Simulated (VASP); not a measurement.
# Bi2Se3 (Paraguanajuatite): single point with LDA

The system is Bi2Se3 (Paraguanajuatite).

```xyz
5
Lattice="2.1121 1.2194 9.7325 -2.1121 1.2194 9.7325 0.0000 -2.4389 9.7325" Properties=species:S:1:pos:R:3 pbc="T T T"
Bi    0.0000    0.0000   17.4952
Bi    0.0000    0.0000   11.7024
Se    0.0000    0.0000   23.0165
Se    0.0000    0.0000    6.1811
Se    0.0000    0.0000    0.0000
```

```
Program             : VASP 6.6.1
Task                : single point
Functional          : LDA
Potentials or basis : VASP PAW LDA potentials, release 64 (Bi_d, Se)
Cutoff              : 520 eV
k mesh              : 8 × 8 × 8
Occupations         : fermi-dirac, width 0.05 eV
Spin                : no spin polarisation
```

```
Pressure               : -4.7 GPa
Largest force          : 0.392 eV/Å
Band gap on the k mesh : 0.13 eV, direct
```

Forces in eV/Å, atoms in the order of the input:
```
Bi   0.000  0.000 -0.028
Bi   0.000  0.000  0.028
Se   0.000  0.000 -0.392
Se   0.000  0.000  0.392
Se   0.000  0.000  0.000
```

Levels at points of the mesh, in eV from the valence-band top:
```csv
k point,band 20,band 21,band 22,band 23,band 24,band 25,band 26,band 27,band 28,band 29
"(0.00, 0.00, 0.00)",-1.67,-1.67,-1.02,-1.02,0.00,0.13,1.37,1.37,2.04,2.58
"(0.50, 0.00, 0.00)",-2.77,-2.75,-1.93,-1.05,-0.50,0.79,1.88,2.88,2.98,3.89
"(0.50, 0.50, 0.00)",-2.34,-1.77,-1.71,-1.42,-0.91,1.31,1.91,2.48,2.82,3.34
"(0.50, 0.50, 0.50)",-1.45,-1.45,-1.17,-1.17,-0.46,0.61,1.66,1.66,1.91,2.28
```

It took 22 min on 1 thread of Intel(R) Xeon(R) Platinum 8559C (Emerald Rapids) (shared host), peak memory 0.8 GiB.

Caveat: spin-orbit coupling is left out, which as a rule narrows the gap of such compounds by several tenths of an eV. A k mesh can miss the band edges.
